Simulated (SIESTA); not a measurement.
The system is Mo.

```xyz
1
Lattice="-1.5838 1.5838 1.5838 1.5838 -1.5838 1.5838 1.5838 1.5838 -1.5838" Properties=species:S:1:pos:R:3 pbc="T T T"
Mo    0.0000    0.0000    0.0000
```

Base run:

- Program: SIESTA 5.4.2
- Functional: PBE
- Potentials or basis: PseudoDojo 0.4 standard (PBE files)
- Basis: TZDP (energy shift 0.002 Ry)
- Grid cutoff: 800 Ry
- Energy shift: 0.002 Ry
- k mesh: 12 × 12 × 12
- Occupations: fermi-dirac, width 0.05 eV
- Spin: no spin polarisation

Its results: band gap on the k mesh none (metal or under the smearing width); pressure -1.3 GPa.

The run is repeated on the same cell with these changes: functional from PBE to vdW-DF-cx; basis from TZDP (energy shift 0.002 Ry) to DZP (energy shift 0.002 Ry). What comes out?

Band gap on the k mesh none (metal or under the smearing width); pressure -7.4 GPa.

Several settings changed at once, so the effect can't be laid on one alone.

Caveats: semicore shells carry a single zeta, which can move pressures by several GPa and volumes by a few percent; the basis of atomic orbitals isn't converged, which shifts pressures, moduli and gaps; the potentials were made for another functional, which shifts forces and pressure (some runs).
